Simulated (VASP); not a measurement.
# MgS: forms and broadenings of the independent-particle spectrum

MgS, P6_3mc (no. 186), 4 atoms in the cell. PBE, independent-particle dielectric function; PAW potentials S, Mg (PBE set).

## Input

INCAR.step1:
```
PREC     = Accurate       # precision mode
ENCUT    = 300            # plane-wave cutoff, eV
ISMEAR   = 0              # smearing method
SIGMA    = 0.02           # smearing width, eV
EDIFF    = 1E-8           # SCF threshold, eV
LASPH    = True           # aspherical terms in the spheres
KPAR     = 4            
LWAVE    = False          # write WAVECAR
LCHARG   = False          # write CHGCAR
LEPSILON = True           # dielectric tensor by DFPT
```

INCAR.step2, as INCAR.step1 but for:
```
- LWAVE = False
- LEPSILON = True
+ LWAVE = True
+ NBANDS = 56
```

INCAR.step3, as INCAR.step2 but for:
```
- EDIFF = 1E-8
- LWAVE = True
+ EDIFF = 1E-7
+ LWAVE = False
+ LOPTICS = True
+ NEDOS = 2000
+ CSHIFT = 0.1
+ ALGO = None
+ NELM = 1
+ ISTART = 1
```

INCAR.step4, as INCAR.step3 but for:
```
+ LNABLA = True
```

INCAR.step5, as INCAR.step4 but for:
```
- LNABLA = True
+ LPEAD = True
+ IPEAD = 3
```

INCAR.step6, as INCAR.step5 but for:
```
- IPEAD = 3
+ IPEAD = 1
```

INCAR.step7 changes the same tag again: IPEAD = 4.

INCAR.step8, as INCAR.step7 but for:
```
- CSHIFT = 0.1
- LPEAD = True
- IPEAD = 4
+ CSHIFT = 0.03
```

INCAR.step9, as INCAR.step8 but for:
```
- CSHIFT = 0.03
+ CSHIFT = 0.2
```

INCAR.step10 changes the same tag again: CSHIFT = 0.01.

INCAR.step11, as INCAR.step10 but for:
```
- ISMEAR = 0
- CSHIFT = 0.01
+ ISMEAR = -5
+ CSHIFT = 0.1
```

INCAR.step12, as INCAR.step11 but for:
```
- ISMEAR = -5
- SIGMA = 0.02
+ ISMEAR = 0
+ SIGMA = 0.2
```

INCAR.step13, as INCAR.step12 but for:
```
- SIGMA = 0.2
+ SIGMA = 0.02
+ OMEGAMAX = 12
```

INCAR.step14, as INCAR.step13 but for:
```
- OMEGAMAX = 12
+ OMEGAMAX = 60
```

KPOINTS:
```
k-points
0
Gamma
  6 6 4
```

POSCAR:
```
MgS
1.0
    4.0346224068      0.0000000000      0.0000000000
   -2.0173112034      3.4940854990      0.0000000000
    0.0000000000      0.0000000000      6.4322941800
S Mg
2 2
Direct
    0.6666666667      0.3333333333      0.8792441500
    0.3333333333      0.6666666667      0.3792441500
    0.3333333333      0.6666666667      0.9957548500
    0.6666666667      0.3333333333      0.4957548500
```

Commands (each step's output is kept before the next begins):
```
cat potpaw_PBE.64/S/POTCAR potpaw_PBE.64/Mg/POTCAR > POTCAR
cp INCAR.step1 INCAR
mpirun -np 4 vasp_std > vasp.out
rm WAVECAR CHG
cp INCAR.step2 INCAR
mpirun -np 4 vasp_std > vasp.out
cp INCAR.step3 INCAR
mpirun -np 4 vasp_std > vasp.out
cp INCAR.step4 INCAR
mpirun -np 4 vasp_std > vasp.out
cp INCAR.step5 INCAR
mpirun -np 4 vasp_std > vasp.out
cp INCAR.step6 INCAR
mpirun -np 4 vasp_std > vasp.out
cp INCAR.step7 INCAR
mpirun -np 4 vasp_std > vasp.out
cp INCAR.step8 INCAR
mpirun -np 4 vasp_std > vasp.out
cp INCAR.step9 INCAR
mpirun -np 4 vasp_std > vasp.out
cp INCAR.step10 INCAR
mpirun -np 4 vasp_std > vasp.out
cp INCAR.step11 INCAR
mpirun -np 4 vasp_std > vasp.out
cp INCAR.step12 INCAR
mpirun -np 4 vasp_std > vasp.out
cp INCAR.step13 INCAR
mpirun -np 4 vasp_std > vasp.out
cp INCAR.step14 INCAR
mpirun -np 4 vasp_std > vasp.out
```

## Result

- Direct gap on the mesh (eV): 3.43
- Gap on the mesh (eV): 3.43
- Bands: 56

One ground state, settings moved in the last step alone:

| Settings | ε at zero frequency | Mean energy of the absorption, weighted by Im ε (eV) | Time (s) |
|---|---|---|---|
| longitudinal form, CSHIFT 0.1 | 4.45 | 7.42 | 3 |
| transversal form (LNABLA) | 5.01 | 7.53 | 3 |
| finite differences (LPEAD), order 3 | 4.42 | 7.45 | 5 |
| finite differences (LPEAD), order 1 | 4.25 | 7.58 | 4 |
| finite differences (LPEAD), order 4 | 4.43 | 7.44 | 5 |
| CSHIFT 0.03 | 4.45 | 7.43 | 3 |
| CSHIFT 0.2 | 4.45 | 7.41 | 3 |
| CSHIFT 0.01 | 4.45 | 7.47 | 3 |
| tetrahedron method | 4.40 | 7.50 | 3 |
| SIGMA 0.2 | 4.45 | 7.42 | 4 |
| OMEGAMAX 12, which cuts the spectrum short | 4.29 | 7.41 | 3 |
| OMEGAMAX 60 | 4.45 | 7.42 | 3 |

The mean energy covers the spectrum up to 12 eV.

On the same mesh, density-functional perturbation theory with local fields gives ε = 4.04.

Limits: The 6×6×4 mesh is coarse for a spectrum: peaks stand apart that a denser mesh merges.

VASP 6.6.1 took 114 s on 4 cores (Intel Xeon Platinum 8488C (Sapphire Rapids)), a shared host.
